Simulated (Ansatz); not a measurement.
**I: relaxation of cell and atoms with PBEsol**

Crystal: I.

```
CELL_PARAMETERS angstrom
0.00000 2.36560 3.90984
2.19225 0.00000 3.90984
2.19225 2.36560 0.00000
ATOMIC_POSITIONS crystal
I 0.00000 0.00000 0.00000
```

```yaml
Program: Ansatz 0.2.0
Task: relaxation of cell and atoms
Functional: PBEsol
Potentials_or_basis: Ansatz PAW
Cutoff: "420 eV (not typed: the program's choice for these potentials)"
k_mesh: 9 × 9 × 9
Occupations: fermi-dirac, width 0.05 eV
Spin: no spin polarisation
Target_pressure: 2 GPa
Target_pressure_GPa: 2
```

```
Relaxed volume                                         : 33.36 Å³/atom
Relaxed cell                                           : a = 4.054 Å, b = 4.051 Å, c = 3.136 Å, α = 67.29°, β = 67.19°, γ = 45.52°
Space group after relaxing (to 0.05 Å)                 : I4/mmm (No. 139)
Energy change on relaxing (the enthalpy is what falls) : +9.9 meV/atom
Ionic steps                                            : 9
Pressure after relaxing                                : 2.0 GPa
Band gap on the k mesh                                 : none (metal or under the smearing width)
```

The path:
```tsv
step	energy change (eV)	largest force (eV/Å)	volume (Å³)
1	0.0000	0.0000	40.55
2	-0.0037	0.0000	36.18
3	0.0060	0.0000	34.09
4	0.0153	0.0000	33.06
5	0.0115	0.0000	33.26
6	0.0083	0.0000	33.43
7	0.0090	0.0000	33.36
8	0.0091	0.0000	33.36
9	0.0099	0.0000	33.36
```

Final structure:
```
CELL_PARAMETERS angstrom
0.00000 2.21989 3.39236
2.21478 0.00000 3.39236
2.21478 2.21989 0.00000
ATOMIC_POSITIONS crystal
I 0.00000 0.00000 0.00000
```

Levels at points of the mesh, in eV from the Fermi level:
| k point | band 7 | band 8 | band 9 | band 10 | band 11 | band 12 |
| --- | --- | --- | --- | --- | --- | --- |
| (0.00, 0.00, 0.00) | -1.29 | 1.17 | 1.18 | 5.16 | 7.67 | 8.83 |

Wall time 6.3 s on 2 threads of AMD EPYC 9R45 96-Core Processor (Zen 5), on a shared host, peak memory 0.44 GiB.

Caveat: the volume moved by over 15 % at a fixed basis, so the end points are rough; the plane-wave basis is chosen anew once the cell has moved, so the energies of steps on either side of that aren't comparable; an odd number of electrons without spin polarisation forces a metal; a magnetic or distorted state may lie lower; the PAW data sets come from PBE, with cores solved anew for the run's functional, which leaves a small shift of forces and pressure. Spin-orbit coupling is left out, which matters for the levels of I.
